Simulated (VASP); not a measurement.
# GaAs (F-43m) in VASP: a series of runs, part 2 of 3

VASP 6.6.1. Earlier steps stand in the parts before.

## Step 3: Band structure, PBE, spin-orbit coupling, no magnetisation

INCAR

```
PREC = Accurate
ENCUT = 520
EDIFF = 1E-6
ISMEAR = 0
SIGMA = 0.03
LREAL = False
LASPH = True
NELM = 80
ALGO = Normal
ISIF = 2
LWAVE = False
LCHARG = False
MAGMOM = 0 0 0 0 0 0
LORBIT = 11
LSORBIT = True
GGA_COMPAT = False
GGA = PE
KPAR = 4
```

KPOINTS

```
regular mesh
0
Gamma
  10 10 10
```

POSCAR

```
GaAs                                    
1.0
    0.0000000000      2.8313993248      2.8313993248
    2.8313993248      0.0000000000      2.8313993248
    2.8313993248      2.8313993248      0.0000000000
  Ga              As            
     1     1
Direct
     0.0000000000000000    0.0000000000000000    0.0000000000000000
     0.2500000000000000    0.2500000000000000    0.2500000000000000
```

KPOINTS_OPT is that of step 2.

Potentials or basis: VASP PAW PBE potentials, release 64 (Ga_d, As).

Launch:

```sh
$ cat potpaw_PBE.64/Ga_d/POTCAR potpaw_PBE.64/As/POTCAR > POTCAR
$ mpirun -np 4 vasp_ncl > vasp.out
```

OUTCAR:

```text
PREC = Accurate
   ENCUT = 520
   EDIFF = 1E-6
   ISMEAR = 0
   LREAL = False
   LASPH = True
   NELM = 80
   ISIF = 2
   LORBIT = 11
   LSORBIT = True
   GGA = PE

 ion  position               nearest neighbor table
   1  0.000  0.000  0.000-   2 2.45   2 2.45   2 2.45   2 2.45
   2  0.250  0.250  0.250-   1 2.45   1 2.45   1 2.45   1 2.45

  LATTYP: Found a face centered cubic cell.
 ALAT       =     5.6627986496

  Lattice vectors:

 A1 = (   0.0000000000,   2.8313993248,   2.8313993248)
 A2 = (   2.8313993248,   0.0000000000,   2.8313993248)
 A3 = (   2.8313993248,   2.8313993248,   0.0000000000)

Analysis of symmetry for initial positions (statically):
=====================================================================
 Subroutine PRICEL returns:
 Original cell was already a primitive cell.

 Routine SETGRP: Setting up the symmetry group for a
 face centered cubic supercell.

 Subroutine GETGRP returns: Found 24 space group operations
 (whereof 24 operations were pure point group operations)
 out of a pool of 48 trial point group operations.
[... 936 lines left out ...]
     0.0000000     0.0000000     0.0000000     0.0000000     0.0000000     0.0000000     0.0000000
     0.0000000     0.0000000     0.0000000     0.0000000     0.0000000     0.0000000     0.0000000
     0.0000000     0.0000000     0.0000000     0.0000000     0.0000000     0.0000000     0.0000000
     0.0000000     0.0000000     0.0000000     0.0000000     0.0000000     0.0000000     0.0000000
     0.0000000     0.0000000     0.0000000     0.0000000     0.0000000     0.0000000     0.0000000
     0.0000000     0.0000000     0.0000000     0.0000000     0.0000000     0.0000000     0.0000000

 Ion:    2  E_soc:     -0.0240286
 l=   1
     0.0000000    -0.0039973    -0.0039973
    -0.0039973     0.0000000    -0.0039973
    -0.0039973    -0.0039973     0.0000000
 l=   2
     0.0000000    -0.0000036     0.0000000    -0.0000036    -0.0000038
    -0.0000036     0.0000000    -0.0000029    -0.0000036    -0.0000010
     0.0000000    -0.0000029     0.0000000    -0.0000029     0.0000000
    -0.0000036    -0.0000036    -0.0000029     0.0000000    -0.0000010
    -0.0000038    -0.0000010     0.0000000    -0.0000010     0.0000000
 l=   3
     0.0000000     0.0000000     0.0000000     0.0000000     0.0000000     0.0000000     0.0000000
     0.0000000     0.0000000     0.0000000     0.0000000     0.0000000     0.0000000     0.0000000
     0.0000000     0.0000000     0.0000000     0.0000000     0.0000000     0.0000000     0.0000000
     0.0000000     0.0000000     0.0000000     0.0000000     0.0000000     0.0000000     0.0000000
     0.0000000     0.0000000     0.0000000     0.0000000     0.0000000     0.0000000     0.0000000
     0.0000000     0.0000000     0.0000000     0.0000000     0.0000000     0.0000000     0.0000000
     0.0000000     0.0000000     0.0000000     0.0000000     0.0000000     0.0000000     0.0000000

 total charge

# of ion       s       p       d       tot
------------------------------------------
    1        0.882   0.797   9.993  11.673
    2        1.210   1.596   0.031   2.836
--------------------------------------------------
tot          2.092   2.393  10.024  14.509

 magnetization (x)

# of ion       s       p       d       tot
------------------------------------------
    1       -0.000   0.000   0.000  -0.000
    2       -0.000  -0.000   0.000  -0.000
--------------------------------------------------
tot         -0.000   0.000   0.000  -0.000

 magnetization (y)

# of ion       s       p       d       tot
------------------------------------------
    1        0.000   0.000   0.000   0.000
    2       -0.000   0.000   0.000  -0.000
--------------------------------------------------
tot         -0.000   0.000   0.000  -0.000

 magnetization (z)

# of ion       s       p       d       tot
------------------------------------------
    1       -0.000   0.000   0.000  -0.000
    2       -0.000  -0.000   0.000  -0.000
--------------------------------------------------
tot         -0.000  -0.000   0.000  -0.000
```

OSZICAR:

```text
N       E                     dE             d eps       ncg     rms          rms(c)
DAV:   1     0.119470527270E+03    0.11947E+03   -0.85598E+03  3912   0.193E+03
DAV:   2     0.598713867582E+01   -0.11348E+03   -0.10878E+03  4124   0.426E+02
[... 31 lines left out ...]
DAV:   9    -0.855051687595E+04   -0.49664E-06     3060
       N       E                     dE             ncg
DAV:   1     0.946538781960E+04   -0.34802E+05     3038
DAV:   2     0.327183970669E+04   -0.61935E+04     3192
DAV:   3     0.256935673569E+04   -0.70248E+03     3500
DAV:   4     0.254949802854E+04   -0.19859E+02     3464
DAV:   5     0.254910829757E+04   -0.38973E+00     3612
DAV:   6     0.254908835674E+04   -0.19941E-01     4260
DAV:   7     0.254908809023E+04   -0.26651E-03     3884
DAV:   8     0.254908808757E+04   -0.26630E-05     2646
DAV:   9     0.254908808722E+04   -0.35093E-06     2602
```

It took 88 s on 4 MPI ranks of Intel Xeon 6975P-C (Granite Rapids), shared host; peak memory 0.41 GiB.

What came out:

```
Free energy                                           : -8.2732 eV
Pressure                                              : 3.1 GPa
Valence electrons inside the program's atomic spheres : Ga 11.67; As 2.84
```

## Step 4: Band structure, TB-mBJ

POSCAR is that of step 3.

INCAR.step1

```
PREC = Accurate
ENCUT = 520
EDIFF = 1E-5
ISMEAR = 0
SIGMA = 0.03
LREAL = False
LASPH = True
NELM = 80
ALGO = Normal
ISIF = 2
LWAVE = True
LCHARG = False
KPAR = 4
GGA = PE
```

INCAR.step2

```
PREC = Accurate
ENCUT = 520
EDIFF = 1E-6
ISMEAR = 0
SIGMA = 0.03
LREAL = False
LASPH = True
NELM = 80
ALGO = Normal
ISIF = 2
LWAVE = False
LCHARG = False
METAGGA = MBJ
KPAR = 4
ISTART = 1
```

KPOINTS is that of step 3.

KPOINTS_OPT is that of step 3.

Launch:

```sh
$ cat potpaw_PBE.64/Ga_d/POTCAR potpaw_PBE.64/As/POTCAR > POTCAR
$ cp INCAR.step1 INCAR
$ mpirun -np 4 vasp_std > vasp.out
$ cp INCAR.step2 INCAR
$ mpirun -np 4 vasp_std > vasp.out
```

Run time: 46 s. Hardware: 4 MPI ranks of Intel Xeon 6975P-C (Granite Rapids), shared host; peak memory 0.19 GiB.

It converged, with:

```
Band gap on the k mesh  : 1.55 eV, direct
Band gap along the path : 1.55 eV, direct
```

Levels at the corners of the path, in eV from the valence-band top:
| point | band 6 | band 7 | band 8 | band 9 | band 10 | band 11 | band 12 | band 13 |
| --- | --- | --- | --- | --- | --- | --- | --- | --- |
| Γ | -12.41 | 0.00 | 0.00 | 0.00 | 1.55 | 4.20 | 4.20 | 4.20 |
| X | -9.99 | -6.40 | -2.52 | -2.52 | 2.13 | 2.28 | 10.89 | 10.89 |
| X | -9.99 | -6.40 | -2.52 | -2.52 | 2.13 | 2.28 | 10.89 | 10.89 |
| W | -9.94 | -6.21 | -3.30 | -3.09 | 5.13 | 5.17 | 6.07 | 6.53 |
| W | -9.94 | -6.21 | -3.30 | -3.09 | 5.13 | 5.17 | 6.07 | 6.53 |
| K | -10.03 | -6.21 | -3.59 | -2.12 | 2.60 | 5.15 | 8.53 | 8.60 |
| K | -10.03 | -6.21 | -3.59 | -2.12 | 2.60 | 5.15 | 8.53 | 8.60 |
| Γ | -12.41 | 0.00 | 0.00 | 0.00 | 1.55 | 4.20 | 4.20 | 4.20 |
| Γ | -12.41 | 0.00 | 0.00 | 0.00 | 1.55 | 4.20 | 4.20 | 4.20 |
| L | -10.71 | -6.24 | -1.07 | -1.07 | 1.78 | 5.07 | 5.07 | 8.62 |
| L | -10.71 | -6.24 | -1.07 | -1.07 | 1.78 | 5.07 | 5.07 | 8.62 |
| U | -10.03 | -6.21 | -3.59 | -2.12 | 2.60 | 5.15 | 8.53 | 8.60 |
| U | -10.03 | -6.21 | -3.59 | -2.12 | 2.60 | 5.15 | 8.53 | 8.60 |
| W | -9.94 | -6.21 | -3.30 | -3.09 | 5.13 | 5.17 | 6.07 | 6.53 |
| W | -9.94 | -6.21 | -3.30 | -3.09 | 5.13 | 5.17 | 6.07 | 6.53 |
| L | -10.71 | -6.24 | -1.07 | -1.07 | 1.78 | 5.07 | 5.07 | 8.62 |
| L | -10.71 | -6.24 | -1.07 | -1.07 | 1.78 | 5.07 | 5.07 | 8.62 |
| K | -10.03 | -6.21 | -3.59 | -2.12 | 2.60 | 5.15 | 8.53 | 8.60 |
| U | -10.03 | -6.21 | -3.59 | -2.12 | 2.60 | 5.15 | 8.53 | 8.60 |
| X | -9.99 | -6.40 | -2.52 | -2.52 | 2.13 | 2.28 | 10.89 | 10.89 |

Caveat: the PAW data sets were made with another functional, which shifts forces and pressure a little.

## Step 5: Band structure, TB-mBJ, spin-orbit coupling, no magnetisation

POSCAR is that of step 4.

Edit INCAR.step1 of step 4 so:

```diff
@@ -12,2 +12,6 @@
 LCHARG = False
+MAGMOM = 0 0 0 0 0 0
+LORBIT = 11
+LSORBIT = True
+GGA_COMPAT = False
 KPAR = 4
```

Edit INCAR.step2 of step 4 so:

```diff
@@ -12,2 +12,6 @@
 LCHARG = False
+MAGMOM = 0 0 0 0 0 0
+LORBIT = 11
+LSORBIT = True
+GGA_COMPAT = False
 METAGGA = MBJ
```

KPOINTS is that of step 4.

KPOINTS_OPT is that of step 4.

Launch:

```sh
$ cat potpaw_PBE.64/Ga_d/POTCAR potpaw_PBE.64/As/POTCAR > POTCAR
$ cp INCAR.step1 INCAR
$ mpirun -np 4 vasp_ncl > vasp.out
$ cp INCAR.step2 INCAR
$ mpirun -np 4 vasp_ncl > vasp.out
```

It took 3.7 min on 4 MPI ranks of Intel Xeon 6975P-C (Granite Rapids), shared host; peak memory 0.46 GiB.

It converged, with:

```
Valence electrons inside the program's atomic spheres : Ga 11.43; As 2.95
```

Caveat: the PAW data sets were made with another functional, which shifts forces and pressure a little.

## Step 6: Dielectric tensor, PBE

INCAR

```
  PREC = Accurate
  ENCUT = 520
  EDIFF = 1E-8
  ISMEAR = 0
  SIGMA = 0.03
  LREAL = False
  LASPH = True
  NELM = 80
  ALGO = Normal
  ISIF = 2
  LWAVE = False
  LCHARG = False
  GGA = PE
  LEPSILON = True
  KPAR = 4
```

KPOINTS

```
regular mesh
0
Monkhorst-Pack
  14 14 14
```

POSCAR is that of step 5.

Potentials or basis: VASP PAW PBE potentials, release 64 (Ga_d, As).

Launch:

```sh
$ cat potpaw_PBE.64/Ga_d/POTCAR potpaw_PBE.64/As/POTCAR > POTCAR
$ mpirun -np 4 vasp_std > vasp.out
```

OUTCAR:

```text
PREC = Accurate
   ENCUT = 520
   EDIFF = 1E-8
   ISMEAR = 0
   LREAL = False
   LASPH = True
   NELM = 80
   ISIF = 2
   GGA = PE
   LEPSILON = True

 ion  position               nearest neighbor table
   1  0.000  0.000  0.000-   2 2.45   2 2.45   2 2.45   2 2.45
   2  0.250  0.250  0.250-   1 2.45   1 2.45   1 2.45   1 2.45

  LATTYP: Found a face centered cubic cell.
 ALAT       =     5.6627986496

  Lattice vectors:

 A1 = (   0.0000000000,   2.8313993248,   2.8313993248)
 A2 = (   2.8313993248,   0.0000000000,   2.8313993248)
 A3 = (   2.8313993248,   2.8313993248,   0.0000000000)

Analysis of symmetry for initial positions (statically):
=====================================================================
 Subroutine PRICEL returns:
 Original cell was already a primitive cell.

 Routine SETGRP: Setting up the symmetry group for a
 face centered cubic supercell.

 Subroutine GETGRP returns: Found 24 space group operations
 (whereof 24 operations were pure point group operations)
 out of a pool of 48 trial point group operations.

The static configuration has the point symmetry T_d .

Analysis of symmetry for dynamics (positions and initial velocities):
[... 603 lines left out ...]
  ---------------------------------------------------
  free energy    TOTEN  =        -1.72712975 eV

  energy without entropy =       -1.72712975

------------------------ aborting loop because EDIFF is reached ----------------------------------------

 PIEZOELECTRIC TENSOR FIELD DIRECTION 3  (e Angst)
 -----------------------------------------------------------------------------
     0.00102 -2.26571  0.00000           (  0.00000 -0.01822  0.00000)
    -2.26571  0.00102  0.00000           ( -0.01822  0.00000  0.00000)
     0.00000  0.00000 -0.00228           (  0.00000  0.00000  0.00000)

 PIEZOELECTRIC TENSOR FIELD DIRECTION 3  (C/m^2)
 -----------------------------------------------------------------------------
     0.00036 -0.79962  0.00000
    -0.79962  0.00036  0.00000
     0.00000  0.00000 -0.00081

 MACROSCOPIC STATIC DIELECTRIC TENSOR (including local field effects in DFT)
 ------------------------------------------------------
          13.694861     0.000000    -0.000000
          -0.000000    13.694861     0.000000
           0.000000    -0.000000    13.694861
 ------------------------------------------------------

 PIEZOELECTRIC TENSOR (including local field effects)  for field in x, y, z        (e  Angst)
          XX          YY          ZZ          XY          YZ          ZX
  --------------------------------------------------------------------------------
  x     0.00000     0.00000    -0.00000    -0.00000    -2.26694     0.00000
  y     0.00000     0.00000    -0.00000    -0.00000    -0.00000    -2.26694
  z    -0.00000     0.00000     0.00000    -2.26694     0.00000    -0.00000

 PIEZOELECTRIC TENSOR (including local field effects)  for field in x, y, z        (C/m^2)
          XX          YY          ZZ          XY          YZ          ZX
  --------------------------------------------------------------------------------
  x     0.00000     0.00000    -0.00000    -0.00000    -0.80005     0.00000
  y     0.00000     0.00000    -0.00000    -0.00000    -0.00000    -0.80005
  z    -0.00000     0.00000     0.00000    -0.80005     0.00000    -0.00000

 BORN EFFECTIVE CHARGES (including local field effects) (in |e|, cummulative output)
 ---------------------------------------------------------------------------------
 ion    1
    1     2.12235     0.00000     0.00000
    2     0.00000     2.12235     0.00000
    3    -0.00000    -0.00000     2.12235
 ion    2
    1    -2.12235     0.00000    -0.00000
    2     0.00000    -2.12235    -0.00000
    3     0.00000     0.00000    -2.12235
```

Wall time 10 min (4 MPI ranks of Intel Xeon 6975P-C (Granite Rapids), shared host); peak memory 1.9 GiB.

What came out:

| Property | Result |
| --- | --- |
| Electronic dielectric tensor (diagonal) | 13.69 |
| Born charges (mean of the diagonal) | Ga +2.12; As -2.12 e |

Electronic dielectric tensor:
```
13.69  0.00  0.00
 0.00 13.69  0.00
 0.00  0.00 13.69
```

Born effective charge tensors (e):
atom 1, Ga
```
2.12 0.00 0.00
0.00 2.12 0.00
0.00 0.00 2.12
```
atom 2, As
```
-2.12  0.00  0.00
 0.00 -2.12  0.00
 0.00  0.00 -2.12
```

[end of part 2 of 3]
